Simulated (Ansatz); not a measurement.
# Li (Fm-3m): an equation of state far from equilibrium

An exercise on one series of results from a longer session: the logs are not shown, and one member is left open.

Program: Ansatz 0.2.0. Level of theory: DFT PBE, scalar-relativistic, plane waves, PAW. These are calculated values, not measurements.

### Starting point

It takes space group Fm-3m (No. 225, cubic). Conventional cell: a = 4.323 Å, b = 4.323 Å, c = 4.323 Å, α = 90.00°, β = 90.00°, γ = 90.00°. Around Li (site symmetry m-3m) lie 12 Li at 3.06 Å.

As a file:

```xyz
1
Lattice="0.0000 2.1616 2.1616 2.1616 0.0000 2.1616 2.1616 2.1616 0.0000" Properties=species:S:1:pos:R:3 pbc="T T T"
Li    0.0000    0.0000    0.0000
```

An earlier run at PBE left this cell at 20.199 Å³/atom and -0.02 GPa (18×18×18 mesh).

Set-up of the first run:

The input, input.yaml:

```yaml
crystal:
  lattice:
    - [0.0, 2.1323579773, 2.1323579773]
    - [2.1323579773, 0.0, 2.1323579773]
    - [2.1323579773, 2.1323579773, 0.0]
  atoms:
    - { symbol: Li, position: [0.0, 0.0, 0.0] }
basis:
  ecutwfc: 420
  ecutrho_ratio: 4
kpoints:
  mp_grid: { grid: [18, 18, 18] }
hamiltonian:
  xc: pbe
scf:
  occupations: { method: gaussian, width: 0.05 }
output:
  forces: true
  stress: true
  eigenvalues: true
```

The run is started by

```sh
$ ansatz run input.yaml --threads 1 --pin off --max-ram 2560MiB --backend cpu --events-out ev --progress --plain --runs-dir out
```

Steps of the session up to this table: Volume × 0.96; Volume × 1.04; Volume × 0.92; Volume × 0.88; Volume × 0.84; Volume × 0.8.

One of the session's tables, all rows but one given; the rest of the session is left out.

| volume (Å³/atom) | energy above the lowest (meV/atom) | pressure (GPa) |
| --- | --- | --- |
| 16.160 | 49.0 | 4.5 |
| 16.968 | 28.2 | 3.2 |
| 17.775 | 14.7 | 2.2 |
| 18.583 | ? | ? |
| 19.391 | 1.4 | 0.6 |
| 20.199 | 0.0 | 0.0 |
| 21.007 | 1.4 | -0.5 |

Estimate the missing values for volume (Å³/atom) = 18.583.

Worked estimate for «energy above the lowest (meV/atom)». A straight line through the neighbours (17.775, 14.7) and (19.391, 1.4) gives 14.7 + (1.4 − 14.7) × (18.583 − 17.775) / (19.391 − 17.775) = 8.0; a parabola fitted to 4 rows on both sides gives 6.0.

As computed: energy above the lowest (meV/atom): 6.0; pressure (GPa): 1.3. In «energy above the lowest (meV/atom)» the line misses by +2.0 and the parabola by 0.0.

To keep in mind: The k mesh is not the same at all volumes. Other structures may be lower in enthalpy at these pressures.
